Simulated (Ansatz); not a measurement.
TiS2: frozen-core PAW against all-electron methods

```
Ti S
1.0
     3.41200    0.00000    0.00000
    -1.70600    2.95488    0.00000
     0.00000    0.00000    5.69500
Ti S
1 2
Direct
  0.00000 0.00000 0.00000
  0.33333 0.66667 0.25000
  0.66667 0.33333 0.75000
```

Atom numbers follow the list: Ti1, S2, S3.

The cell is COD entry 1537865, as deposited and not checked against the literature; nothing was relaxed. It is an old determination, and later ones may differ.

All numbers are computed: DFT, PBE, PAW with Ansatz's default frozen-core files, scalar-relativistic (Ansatz 0.2.0); DFT, PBE, all-electron PAW with datasets made for the crystal, scalar-relativistic (Ansatz 0.2.0); DFT, PBE, all-electron LAPW, scalar-relativistic (Ansatz 0.2.0).

For PAW: a Γ-centred 12×12×7 k mesh, Fermi–Dirac smearing of 0.05 eV, cutoff 420 eV, no spin polarisation. The crystal-made all-electron datasets (AE datasets) take a cutoff of 300 eV at this cell. LAPW targets a basis error of 1 meV/atom. The Ansatz runs share mesh, smearing and spin set-up. Plane-wave (PAW) pressures include the program's estimate of the Pulay term.

Stress and pressure are positive in compression.

Levels count from the Fermi level.

```tsv
quantity	PAW	AE datasets	LAPW
pressure (GPa)	0.40	0.41	0.41
stress xx (GPa)	0.08	0.09	0.09
stress zz (GPa)	1.03	1.05	1.05
force on S2, z (eV/Å)	-0.139	-0.138	-0.138
highest filled level at Γ (eV)	-0.018	-0.018	-0.018
lowest empty level at Γ (eV)	0.078	0.078	0.078
highest filled level at A (eV)	-0.098	-0.098	-0.098
lowest empty level at A (eV)	0.482	0.482	0.482
highest filled level at M (eV)	-1.577	-1.576	-1.576
lowest empty level at M (eV)	0.224	0.223	0.223
```

PAW's pressure differs from the LAPW value by about 0.01 GPa or less.
